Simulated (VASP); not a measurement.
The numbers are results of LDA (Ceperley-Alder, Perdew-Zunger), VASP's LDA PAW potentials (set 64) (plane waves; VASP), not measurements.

VASP ran on this input.

### KPOINTS
```
Regular mesh
0
G
6 6 6
```

POSCAR:
```
CsI
1
    4.4084292742     0.0000000000    -0.0000000000
   -0.0000000000     4.4084292742     0.0000000000
    0.0000000000    -0.0000000000     4.4084292742
Cs I
1 1
Direct
  0.0000000000   0.0000000000   0.0000000000
  0.5000000000   0.5000000000   0.5000000000
```

INCAR:
```
PREC=Accurate
LREAL=F
NSW=60   ! most ionic steps
NELM=100   ! most electronic steps
LASPH=T   ! aspherical one-centre terms
ISIF=3   ! ions, shape and volume
IBRION=2   ! conjugate gradients
LCHARG=F
ENCUT=400
LWAVE=F
LMAXMIX=4   ! l cut-off of mixed one-centre charges
ALGO=Normal
ISMEAR=0
EDIFFG=-0.01
SYSTEM=CsI
SIGMA=0.05
EDIFF=1E-6
```

POTCAR, in this order: Cs_sv I (LDA.64 set). Program: vasp_std.

Output of the run:

**OSZICAR**
```
       N       E                     dE             d eps       ncg     rms          rms(c)
DAV:   1     0.790820503028E+02    0.79082E+02   -0.55496E+03   480   0.911E+02
DAV:   2    -0.588057352614E-01   -0.79141E+02   -0.73165E+02   692   0.157E+02
DAV:   3    -0.623254896821E+01   -0.61737E+01   -0.61451E+01   608   0.491E+01
DAV:   4    -0.631760444076E+01   -0.85055E-01   -0.85025E-01   580   0.719E+00
DAV:   5    -0.631877489830E+01   -0.11705E-02   -0.11704E-02   592   0.843E-01    0.171E+00
DAV:   6    -0.621388901532E+01    0.10489E+00   -0.13746E-01   524   0.186E+00    0.126E+00
DAV:   7    -0.618779405204E+01    0.26095E-01   -0.10053E-01   524   0.160E+00    0.468E-01
DAV:   8    -0.618726419293E+01    0.52986E-03   -0.60436E-03   560   0.493E-01    0.122E-01
DAV:   9    -0.618719370608E+01    0.70487E-04   -0.32496E-04   556   0.137E-01    0.625E-02
DAV:  10    -0.618721440867E+01   -0.20703E-04   -0.10511E-04   576   0.490E-02    0.186E-02
DAV:  11    -0.618721106146E+01    0.33472E-05   -0.38305E-05   532   0.327E-02    0.352E-03
DAV:  12    -0.618721067682E+01    0.38463E-06   -0.25858E-06   532   0.104E-02
   1 F= -.61872107E+01 E0= -.61872107E+01  d E =-.618721E+01
```

### OUTCAR
```
------------------------ aborting loop because EDIFF is reached ----------------------------------------
  FORCE on cell =-STRESS in cart. coord.  units (eV):
  Direction    XX          YY          ZZ          XY          YZ          ZX
  --------------------------------------------------------------------------------------
  Total       -0.0025805     -0.0025805     -0.0025805     -0.0000000     -0.0000000      0.0000000
  in kB       -0.0482577     -0.0482577     -0.0482577     -0.0000000     -0.0000000      0.0000000
  external PRESSURE =      -0.0482577 kB  Pullay stress =       0.0000000 kB
  volume of cell :       85.67
      direct lattice vectors                 reciprocal lattice vectors
     4.408429274  0.000000000  0.000000000     0.226838163  0.000000000  0.000000000
     0.000000000  4.408429274  0.000000000     0.000000000  0.226838163  0.000000000
     0.000000000  0.000000000  4.408429274     0.000000000  0.000000000  0.226838163
 POSITION                                       TOTAL-FORCE (eV/Angst)
 -----------------------------------------------------------------------------------
      0.00000      0.00000      0.00000         0.000000      0.000000      0.000000
      2.20421      2.20421      2.20421         0.000000      0.000000      0.000000
 -----------------------------------------------------------------------------------
    total drift:                               -0.000000     -0.000000     -0.000000
  FREE ENERGIE OF THE ION-ELECTRON SYSTEM (eV)
  ---------------------------------------------------
  free  energy   TOTEN  =        -6.1872106768 eV

  energy  without entropy=       -6.1872106768  energy(sigma->0) =       -6.18721068

 reached required accuracy - stopping structural energy minimisation
```
(Selected blocks of OUTCAR.)

The compound is CsI in the CsCl type structure. It was relaxed first, which changed the volume by -10 %. The start is the result of an earlier pass.
